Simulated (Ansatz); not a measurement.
# Point defect: S vacancy in MoS2

Level of theory: Ansatz, DFT PBE, scalar-relativistic, plane waves, PAW. Run with 420 eV cutoff, 2×2×2 k-mesh, shifted by half a step, Gaussian smearing of 0.01 eV, collinear spin in charge -1 alone.

Host crystal, relaxed:

```cif
data_structure
_symmetry_space_group_name_H-M 'P 1'
_symmetry_Int_Tables_number 1
_cell_length_a 3.1851
_cell_length_b 3.1851
_cell_length_c 14.8080
_cell_angle_alpha 90.000
_cell_angle_beta 90.000
_cell_angle_gamma 120.000
_cell_volume 130.10
loop_
_atom_site_label
_atom_site_type_symbol
_atom_site_fract_x
_atom_site_fract_y
_atom_site_fract_z
_atom_site_occupancy
Mo1 Mo 0.66667 0.33333 0.25000 1
Mo2 Mo 0.33333 0.66667 0.75000 1
S1 S 0.66667 0.33333 0.64448 1
S2 S 0.33333 0.66667 0.35552 1
S3 S 0.66667 0.33333 0.85552 1
S4 S 0.33333 0.66667 0.14448 1
```

Supercell of 66 atoms, rows in host cell vectors: -2 -3 0; -3 1 0; 0 0 -1. Atoms relax at the host's cell from a start displaced at random by 0.06 Å near the defect, so other minima may exist. The cell is small, so energies carry finite-size errors of tenths of an eV. The host's Kohn–Sham gap is 1.45 eV. Atoms are taken from and returned to the elements' standard states. Charged cells are corrected for image charges with the computed static dielectric tensor (mean 9.7) and aligned with the host's potential at far atoms (alignment terms reach 0.10 eV). No band-filling term is added, and the Fermi level counts from the host's valence band top.

Defect: S vacancy set at (0.667, 0.333, 0.644) of the host cell. Before relaxation its nearest neighbours are 3 Mo at 2.41 Å.

```json
{"charge": "0", "E_f at the valence band top (eV)": "2.68", "over the neutral state (eV)": "0.00", "moment (μB)": "0.00", "largest move (Å)": "0.15", "atoms near the site": "3 Mo at 2.37 Å"}
{"charge": "-1", "E_f at the valence band top (eV)": "3.84", "over the neutral state (eV)": "1.16", "moment (μB)": "1.00", "largest move (Å)": "0.11", "atoms near the site": "1 Mo at 2.37 Å, 1 Mo at 2.40 Å, 1 Mo at 2.45 Å"}
```

Among the charges computed the stable one is 0 at the valence band top, changing to -1 at 1.16 eV.

Cost: 3 runs of about 2.8 core-hours in all, on Intel Xeon 6975P-C (Granite Rapids) (shared hosts).